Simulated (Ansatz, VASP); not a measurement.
ZnS in VASP and in Ansatz

The input POSCAR:

```
ZnS
1.0
   -0.0250593106      2.6927344339      2.6927344339
    2.6927344339     -0.0250593106      2.6927344339
    2.6927344339      2.6927344339     -0.0250593106
Zn S
1 1
Direct
   -0.0007939441     -0.0007939441     -0.0007939441
    0.2507939441      0.2507939441      0.2507939441
```

INCAR.step1

```
SYSTEM = ZnS
ALGO = Normal
EDIFF = 1E-4
ENCUT = 520
GGA = PE
ISMEAR = 0
LASPH = .True.
LCHARG = .False.
LREAL = .False.
LWAVE = .True.
NBANDS = 16
NELM = 100
PREC = Accurate
SIGMA = 0.01
```

INCAR.step2

```
SYSTEM = ZnS
ALGO = Normal
EDIFF = 1E-6
ENCUT = 520
ISIF = 2
ISMEAR = 0
ISTART = 1
LASPH = .True.
LCHARG = .False.
LMIXTAU = .True.
LREAL = .False.
LWAVE = .False.
METAGGA = R2SCAN
NBANDS = 16
NELM = 100
PREC = Accurate
SIGMA = 0.01
```

File KPOINTS:

```
k-points
0
Gamma
  8 8 8
  0 0 0
```

Input for Ansatz:

```yaml
crystal:
  lattice:
    - [-0.0250593106, 2.6927344339, 2.6927344339]
    - [2.6927344339, -0.0250593106, 2.6927344339]
    - [2.6927344339, 2.6927344339, -0.0250593106]
  atoms:
    - { symbol: Zn, position: [-0.0007939441, -0.0007939441, -0.0007939441] }
    - { symbol: S, position: [0.2507939441, 0.2507939441, 0.2507939441] }
kpoints:
  mp_grid: { grid: [8, 8, 8] }
  band_path:
    path:
      - [0.0, 0.0, 0.0]
      - [-0.5, -0.5, 0.0]
      - [-0.375, -0.375, 0.25]
      - [-0.375, 0.0, 0.375]
      - [0.0, 0.0, 0.5]
      - [-0.5, -0.25, 0.25]
    npoints: 1
hamiltonian:
  xc: r2scan
scf:
  occupations: { method: fixed }
  n_extra_bands: 4
output:
  forces: true
  stress: true
  eigenvalues: true
```

Change from the starting cell: epitaxial_111 strain +0.9%.

Alike in both runs: task single point; functional r2SCAN; k mesh 8 × 8 × 8; no spin polarisation.

```csv
,VASP,Ansatz
version,VASP 6.6.1,Ansatz 0.2.0
potentials or method,"VASP PAW PBE potentials, release 64 (Zn, S)","plane waves, PAW"
plane-wave cutoff (eV),520,500
occupations,"gaussian, width 0.01 eV",fixed
valence electrons in the cell,18,18
```

|  | VASP | Ansatz | Ansatz less VASP |
| --- | --- | --- | --- |
| gap on the k mesh at the Fermi level (eV) | 2.61 | 2.60 | -0.009 |
| pressure (GPa) | -0.9 | -0.9 | -0.04 |
| largest component of the traceless stress (GPa) | 0.46 | 0.46 | +0.004 |
| rms of the force components (eV/Å) | 0.004 | 0.001 | -0.0029 |

Atom by atom the forces differ by 0.003 eV/Å (rms over components).

Caveats: the PAW data sets were made with another functional, which shifts forces and pressure a little (VASP).
